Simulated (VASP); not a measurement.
# Quasiparticle energies of BeTe in VASP, part 5 of 6

How does the gap of BeTe change from the starting functional to GW? The cell is of the zinc-blende type, one of the forms listed for this formula. The start is a computed cell from the Materials Project.

VASP 6.6.1, plane waves and PAW; the level of theory is named at each step.

So far, quasiparticle gap on the mesh (eV): step 4 (evGW0, evGW0 on PBE) 3.06; step 5 (QPGW0, QPGW0 on PBE) 3.09. Also gap on the k-mesh (eV): step 3 (empty bands, functional PBE) 2.01.

## Step 6: Orbitals for another starting point

This step: PBE; plane waves and PAW (Be_GW, Te_GW) (VASP 6.6.1).

A hybrid converges faster from good orbitals, so a cheap PBE run writes WAVECAR first.

Contents of INCAR:

```
SYSTEM = BeTe
PREC = Accurate
ENCUT = 300
EDIFF = 1E-05
NELM = 100
ISMEAR = 0
SIGMA = 0.01
LREAL = .FALSE.
ALGO = Normal
GGA = PE
NBANDS = 10
LORBIT = 11
LWAVE = .TRUE.
LCHARG = .FALSE.
KPAR = 8
```

Contents of POSCAR:

```
BeTe
1.0
    0.0000000000      2.8314587876      2.8314587876
    2.8314587876      0.0000000000      2.8314587876
    2.8314587876      2.8314587876      0.0000000000
Be Te
1 1
Direct
    0.0000000000      0.0000000000      0.0000000000
    0.7500000000      0.7500000000      0.7500000000
```

Contents of KPOINTS:

```
Automatic mesh
0
Gamma
6 6 6
0 0 0
```

Potentials, in the order of the species: Be_GW and Te_GW (PBE family, release 64).

On the command line:

```console
$ mpirun -np 8 vasp_std
```

Log:

```text
[banner, memory and clock lines left out]
running    8 mpi-ranks, on    1 nodes
 distrk:  each k-point on    1 cores,    8 groups
 distr:  one band on    1 cores,    1 groups

 POSCAR found type information on POSCAR BeTe
 POSCAR found :  2 types and       2 ions
 [... a notice as in an earlier step ...]

 LDA part: xc-table for (Slater+PW92), standard interpolation
 POSCAR, INCAR and KPOINTS ok, starting setup
 FFT: planning ... GRIDC
 FFT: planning ... GRID_SOFT
 FFT: planning ... GRID
 WAVECAR not read
 entering main loop
       N       E                     dE             d eps       ncg     rms          rms(c)
[... 10 cycles as in an earlier step ...]
DAV:  11    -0.756954378119E+01   -0.20952E-05   -0.43191E-06   352   0.141E-02
   1 F= -.75695438E+01 E0= -.75695438E+01  d E =-.281032E-20
 writing wavefunctions
```

The job ended after 2 s (8 MPI ranks of AMD EPYC 9R14 (Zen 4), shared host; peak memory 0.86 GiB).

OUTCAR, selected parts (step 6):

```text
   NELECT =       8.0000    total number of electrons

 E-fermi :   4.7238

 k-point     1 :       0.0000    0.0000    0.0000
  band No.  band energies     occupation
      1      -7.5304      2.00000
      2       4.6622      2.00000
      3       4.6622      2.00000
      4       4.6622      2.00000
      5       8.2900      0.00000
      6       8.2900      0.00000
      7       8.2900      0.00000
      8       8.3601      0.00000
      9      12.9526      0.00000
    ...

  Total        0.0560986      0.0560986      0.0560986     -0.0000000      0.0000000      0.0000000
  in kB        1.9797121      1.9797121      1.9797121     -0.0000000      0.0000000      0.0000000
  external PRESSURE =       1.9797121 kB  Pullay stress =       0.0000000 kB

  FREE ENERGIE OF THE ION-ELECTRON SYSTEM (eV)
  ---------------------------------------------------
  free  energy   TOTEN  =        -7.5695437812 eV

  energy  without entropy=       -7.5695437812  energy(sigma->0) =       -7.56954378

[... 10 parts as in an earlier step ...]

[... 8 further parts left out ...]
```

This step gave:

```yaml
pressure: 0.1980 GPa
```

The run ends at a pressure of 0.20 GPa.

## Step 7: Another starting point

This step: HSE06; plane waves and PAW (Be_GW, Te_GW) (VASP 6.6.1).

To see how much the result owes to its start, the ground state is made again with HSE06. A small SIGMA keeps every occupation at zero or full.

Contents of INCAR:

```
SYSTEM = BeTe
PREC = Accurate
ENCUT = 300
EDIFF = 1E-08
NELM = 100
ISMEAR = 0
SIGMA = 0.01
LREAL = .FALSE.
ALGO = Normal
LHFCALC = .TRUE.
AEXX = 0.25
GGA = PE
HFSCREEN = 0.2
LASPH = .TRUE.
NBANDS = 10
PRECFOCK = Fast
LORBIT = 11
LWAVE = .TRUE.
LCHARG = .FALSE.
KPAR = 8
```

POSCAR is that of step 6.

KPOINTS is that of step 6.

The run starts from files that an earlier step left in the folder.

On the command line:

```console
$ mpirun -np 8 vasp_std
```

Log:

```text
[banner, memory and clock lines left out]
running    8 mpi-ranks, on    1 nodes
 distrk:  each k-point on    1 cores,    8 groups
 distr:  one band on    1 cores,    1 groups

 POSCAR found type information on POSCAR BeTe
 POSCAR found :  2 types and       2 ions
 [... a notice as in an earlier step ...]

 LDA part: xc-table for (Slater+PW92), standard interpolation
 found WAVECAR, reading the header
 POSCAR, INCAR and KPOINTS ok, starting setup
 FFT: planning ... GRIDC
 FFT: planning ... GRID_SOFT
 FFT: planning ... GRID
 reading WAVECAR
 the WAVECAR file was read successfully
 initial charge from wavefunction
 entering main loop
       N       E                     dE             d eps       ncg     rms          rms(c)
DAV:   1    -0.858716988102E+01   -0.85872E+01   -0.29360E-01   378   0.419E+00    0.243E-01
DAV:   2    -0.858822226187E+01   -0.10524E-02   -0.53738E-03   362   0.549E-01    0.160E-01
DAV:   3    -0.858754630339E+01    0.67596E-03   -0.93119E-04   376   0.135E-01    0.897E-02
DAV:   4    -0.858741691541E+01    0.12939E-03   -0.34951E-04   390   0.851E-02    0.502E-02
DAV:   5    -0.858738408959E+01    0.32826E-04   -0.52026E-05   436   0.408E-02    0.298E-02
DAV:   6    -0.858737069501E+01    0.13395E-04   -0.50791E-06   412   0.173E-02    0.181E-02
DAV:   7    -0.858736630977E+01    0.43852E-05   -0.20758E-06   480   0.108E-02    0.110E-02
DAV:   8    -0.858736522946E+01    0.10803E-05   -0.76682E-07   484   0.633E-03    0.663E-03
DAV:   9    -0.858736524716E+01   -0.17694E-07   -0.22618E-07   480   0.363E-03    0.401E-03
DAV:  10    -0.858736537094E+01   -0.12379E-06   -0.72578E-08   450   0.214E-03    0.241E-03
DAV:  11    -0.858736553518E+01   -0.16424E-06   -0.27209E-08   392   0.131E-03    0.145E-03
DAV:  12    -0.858736563600E+01   -0.10082E-06   -0.89341E-09   280   0.798E-04    0.874E-04
DAV:  13    -0.858736569240E+01   -0.56402E-07   -0.41197E-09   212   0.556E-04    0.526E-04
DAV:  14    -0.858736572638E+01   -0.33973E-07   -0.26751E-09   204   0.405E-04    0.314E-04
DAV:  15    -0.858736574703E+01   -0.20649E-07   -0.94631E-10   196   0.257E-04    0.192E-04
DAV:  16    -0.858736575825E+01   -0.11219E-07   -0.42367E-10   196   0.196E-04    0.117E-04
DAV:  17    -0.858736576402E+01   -0.57711E-08   -0.30240E-10   196   0.138E-04
   1 F= -.85873658E+01 E0= -.85873658E+01  d E =-.531195E-41
 writing wavefunctions
```

Run time: 52 s. Hardware: 8 MPI ranks; peak memory 1.6 GiB; 6.6 min of CPU time.

From OUTCAR (step 7):

```text
   k-points           NKPTS =     16   k-points in BZ     NKDIM =    216   number of bands    NBANDS=     10

   NELECT =       8.0000    total number of electrons

  exchange ACFDT corr.  =         0.00000000  see jH, gK, PRB 81, 115126

 E-fermi :   4.2859

 k-point     1 :       0.0000    0.0000    0.0000
  band No.  band energies     occupation
      1      -9.1803      2.00000
      2       4.1934      2.00000
      3       4.1934      2.00000
      4       4.1934      2.00000
      5       8.6897      0.00000
      6       8.6897      0.00000
      7       8.6897      0.00000
      8       8.8339      0.00000
      9      13.5351      0.00000
    ...

 POSITION                                       TOTAL-FORCE (eV/Angst)
 -----------------------------------------------------------------------------------
      0.00000      0.00000      0.00000         0.000000     -0.000000      0.000000
      4.24719      4.24719      4.24719        -0.000000      0.000000     -0.000000
 -----------------------------------------------------------------------------------
    total drift:                               -0.000000     -0.000000      0.000000

  FREE ENERGIE OF THE ION-ELECTRON SYSTEM (eV)
  ---------------------------------------------------
  free  energy   TOTEN  =        -8.5873657640 eV

  energy  without entropy=       -8.5873657640  energy(sigma->0) =       -8.58736576

[... 7 parts as in an earlier step ...]

[... 9 further parts left out ...]
```

The PAW data sets were made with PBE, which is usual practice but a small mismatch for other functionals.

Numbers from this step:

| Property | Result |
| --- | --- |
| free energy (TOTEN) | -8.587 eV |
| Fermi energy | 4.286 eV |
| gap on the k-mesh | 2.706 eV |
| least direct gap on the k-mesh | 4.496 eV |

## Step 8: Empty bands, functional HSE06

ALGO = Exact makes the empty bands from the converged ground state in one step. LOPTICS writes the k-derivatives of the orbitals (WAVEDER), which give the long-wavelength limit of the screening.

Contents of INCAR:

```
SYSTEM = BeTe
PREC = Accurate
ENCUT = 300
ISMEAR = 0
SIGMA = 0.01
LREAL = .FALSE.
LHFCALC = .TRUE.
AEXX = 0.25
GGA = PE
HFSCREEN = 0.2
LASPH = .TRUE.
NBANDS = 296
PRECFOCK = Fast
ALGO = Exact
NELM = 1
LWAVE = .TRUE.
LCHARG = .FALSE.
LOPTICS = .TRUE.
NEDOS = 1000
CSHIFT = 0.1
```

POSCAR is that of step 7.

KPOINTS is that of step 7.

The run starts from files that an earlier step left in the folder.

On the command line:

```console
$ mpirun -np 8 vasp_std
```

Log:

```text
[... set-up lines as in an earlier step ...]
 entering main loop
       N       E                     dE             d eps       ncg     rms          rms(c)
DIA:   1    -0.858736577191E+01   -0.85874E+01    0.00000E+00     0   0.000E+00
   1 F= -.85873658E+01 E0= -.85873658E+01  d E =-.130729-146
 writing wavefunctions
 optical routines
 imaginary and real dielectric function
 recalculating local potential from charge density
 direction            1
 direction            2
 direction            3
```

The job ended after 4.9 min (8 MPI ranks; peak memory 1.8 GiB; 38 min of CPU time).

Parts of OUTCAR (step 8):

```text
 POSITION                                       TOTAL-FORCE (eV/Angst)
 -----------------------------------------------------------------------------------
      0.00000      0.00000      0.00000         0.000000      0.000000      0.000000
      4.24719      4.24719      4.24719        -0.000000     -0.000000     -0.000000
 -----------------------------------------------------------------------------------
    total drift:                               -0.000000     -0.000000      0.000000

  FREE ENERGIE OF THE ION-ELECTRON SYSTEM (eV)
  ---------------------------------------------------
  free  energy   TOTEN  =        -8.5873657719 eV

  energy  without entropy=       -8.5873657719  energy(sigma->0) =       -8.58736577

[... 2 parts as in an earlier step ...]

[... 1 further part left out ...]
[key lines of the parts left out:]
E-fermi :   4.3747
```

(Part 5 of 6 ends here.)

[Lines on the potential files, build, host, timing and source positions are cut from VASP's logs without a mark.]

[Logs are printed without paths, hosts, clocks, repeated set-up lines and the standing remarks that a program may print on its own settings, such as how far it seeks lower states.]

[Hosts, paths, dates, database ids (printed as entryN), source tags and the programs' standing remarks are cut or masked in the printed files.]

[Pressures printed for these runs are not shown converged in the cutoff: they can be off by several GPa and have the wrong sign.]
